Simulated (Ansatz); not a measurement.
## Ag (Im-3m), symmetry broken, then relaxed

These are results of DFT PBEsol, scalar-relativistic, plane waves, PAW (Ansatz), not measurements. Cutoff 420 eV, Γ-centred 10×10×10 k-points, Gaussian smearing of 0.15 eV. No spin polarisation. Energies are free energies at this smearing, counted from the undisturbed cell; pressure is positive in compression.

Zero of the scan (relaxed at this level):

```
CELL_PARAMETERS angstrom
0.00000 -3.22511 0.00000
-3.22511 0.00000 0.00000
0.00000 0.00000 -3.22511
ATOMIC_POSITIONS crystal
Ag 0.50000 0.50000 0.50000
Ag 0.00000 0.00000 0.00000
```

The atoms are displaced (Å, in the unstrained cell):

```
atom ux uy uz
 Ag1  -0.650   0.267   0.085
 Ag2   0.650  -0.267  -0.085
```

Cell and atoms are then relaxed.

Q: Does the relaxation return to the undisturbed structure?

A: No. It ends 36.3 meV/atom below it. The disturbance itself cost 4929.4 meV/atom. The final space group reads I4/mmm (tolerance 0.05 Å) and the volume changes by -0.54 %.

Final structure:

```
Ag
1.0
     0.00000   -3.98946   -0.00001
    -2.89189    0.00000   -0.00007
    -0.00007   -0.00001   -2.89206
Ag
2
Direct
  0.50000 0.50000 0.50000
  0.00000 0.00000 0.00000
```

The relaxation, step by step (energy from the first step; small jumps at an unchanged geometry come where the plane waves are selected anew for the new cell):

```tsv
step	ΔE (meV/atom)	largest force component (eV/Å)	pressure (GPa)
1	0.0	23.357	130.17
2	-3635.5	4.780	37.08
3	-4250.8	2.721	22.14
4	-4702.1	1.895	11.16
5	-4916.4	0.428	5.00
6	-4941.2	0.113	0.14
7	-4951.1	0.161	0.61
8	-4954.1	0.002	-0.43
9	-4954.6	0.000	0.02
10	-4954.7	0.000	0.00
11	-4960.5	0.000	0.68
12	-4964.2	0.001	0.34
13	-4965.6	0.007	0.30
14	-4965.7	0.000	-0.21
15	-4965.7	0.000	-0.20
16	-4965.7	0.000	-0.01
17	-4965.7	0.000	-0.01
```

Frames along the relaxation (Å, eV/Å):

```xyz
2
Lattice="0.000 -3.225 0.000 -3.225 0.000 0.000 0.000 0.000 -3.225" Properties=species:S:1:pos:R:3:forces:R:3 pbc="T T T" step=1
Ag   -2.263   -1.346   -1.527    7.244  -23.357  -17.413
Ag    0.650   -0.267   -0.085   -7.244   23.357   17.413
2
Lattice="0.016 -3.296 -0.025 -3.226 0.016 0.009 0.009 -0.025 -3.371" Properties=species:S:1:pos:R:3:forces:R:3 pbc="T T T" step=2
Ag   -2.195   -1.542   -1.690    2.627   -4.780    0.435
Ag    0.594   -0.111   -0.003   -2.627    4.780   -0.435
2
Lattice="0.061 -3.394 -0.020 -3.090 0.061 0.037 0.037 -0.020 -3.278" Properties=species:S:1:pos:R:3:forces:R:3 pbc="T T T" step=3
Ag   -1.905   -1.597   -1.632    2.721   -1.982    0.661
Ag    0.409   -0.080    0.002   -2.721    1.982   -0.661
2
Lattice="0.103 -3.448 -0.015 -2.992 0.103 0.051 0.051 -0.015 -3.194" Properties=species:S:1:pos:R:3:forces:R:3 pbc="T T T" step=4
Ag   -1.636   -1.634   -1.591    1.895   -0.249    0.552
Ag    0.218   -0.046    0.012   -1.895    0.249   -0.552
2
Lattice="0.033 -3.396 -0.008 -3.040 0.033 0.031 0.031 -0.008 -3.138" Properties=species:S:1:pos:R:3:forces:R:3 pbc="T T T" step=5
Ag   -1.523   -1.691   -1.579    0.428    0.115    0.300
Ag    0.036    0.005    0.021   -0.428   -0.115   -0.300
2
Lattice="0.006 -3.543 -0.013 -3.145 0.006 0.009 0.009 -0.013 -3.007" Properties=species:S:1:pos:R:3:forces:R:3 pbc="T T T" step=6
Ag   -1.558   -1.784   -1.510   -0.069    0.113    0.034
Ag   -0.007    0.009    0.005    0.069   -0.113   -0.034
2
Lattice="0.002 -3.704 -0.010 -3.025 0.002 0.002 0.002 -0.010 -2.964" Properties=species:S:1:pos:R:3:forces:R:3 pbc="T T T" step=7
Ag   -1.513   -1.844   -1.486    0.029   -0.161    0.007
Ag    0.004   -0.012    0.000   -0.029    0.161   -0.007
2
Lattice="0.001 -3.831 0.000 -2.950 0.001 -0.001 -0.001 0.000 -2.943" Properties=species:S:1:pos:R:3:forces:R:3 pbc="T T T" step=8
Ag   -1.475   -1.915   -1.472    0.002    0.002    0.000
Ag    0.000    0.000    0.000   -0.002   -0.002    0.000
2
Lattice="0.000 -3.779 0.000 -2.965 0.000 0.000 0.000 0.000 -2.966" Properties=species:S:1:pos:R:3:forces:R:3 pbc="T T T" step=9
Ag   -1.483   -1.890   -1.483    0.000    0.000    0.000
Ag    0.000    0.000    0.000    0.000    0.000    0.000
2
Lattice="0.000 -3.790 0.000 -2.961 0.000 0.000 0.000 0.000 -2.961" Properties=species:S:1:pos:R:3:forces:R:3 pbc="T T T" step=10
Ag   -1.480   -1.895   -1.480    0.000    0.000    0.000
Ag    0.000    0.000    0.000    0.000    0.000    0.000
2
Lattice="0.000 -3.790 0.000 -2.961 0.000 0.000 0.000 0.000 -2.961" Properties=species:S:1:pos:R:3:forces:R:3 pbc="T T T" step=11
Ag   -1.480   -1.895   -1.480    0.000    0.000    0.000
Ag    0.000    0.000    0.000    0.000    0.000    0.000
2
Lattice="0.000 -3.874 0.000 -2.932 0.000 0.000 0.000 0.000 -2.932" Properties=species:S:1:pos:R:3:forces:R:3 pbc="T T T" step=12
Ag   -1.466   -1.937   -1.466    0.001   -0.001    0.000
Ag    0.000    0.000    0.000   -0.001    0.001    0.000
2
Lattice="0.000 -3.966 0.000 -2.897 0.000 0.000 0.000 0.000 -2.898" Properties=species:S:1:pos:R:3:forces:R:3 pbc="T T T" step=13
Ag   -1.447   -1.983   -1.448   -0.007    0.000   -0.006
Ag   -0.001    0.000   -0.001    0.007    0.000    0.006
2
Lattice="0.000 -3.994 0.000 -2.892 0.000 0.001 0.001 0.000 -2.893" Properties=species:S:1:pos:R:3:forces:R:3 pbc="T T T" step=14
Ag   -1.446   -1.997   -1.446    0.000    0.000    0.000
Ag    0.000    0.000    0.000    0.000    0.000    0.000
2
Lattice="0.000 -3.994 0.000 -2.893 0.000 -0.001 -0.001 0.000 -2.893" Properties=species:S:1:pos:R:3:forces:R:3 pbc="T T T" step=15
Ag   -1.447   -1.997   -1.447    0.000    0.000    0.000
Ag    0.000    0.000    0.000    0.000    0.000    0.000
2
Lattice="0.000 -3.989 0.000 -2.892 0.000 0.000 0.000 0.000 -2.892" Properties=species:S:1:pos:R:3:forces:R:3 pbc="T T T" step=16
Ag   -1.446   -1.995   -1.446    0.000    0.000    0.000
Ag    0.000    0.000    0.000    0.000    0.000    0.000
2
Lattice="0.000 -3.989 0.000 -2.892 0.000 0.000 0.000 0.000 -2.892" Properties=species:S:1:pos:R:3:forces:R:3 pbc="T T T" step=17
Ag   -1.446   -1.995   -1.446    0.000    0.000    0.000
Ag    0.000    0.000    0.000    0.000    0.000    0.000
```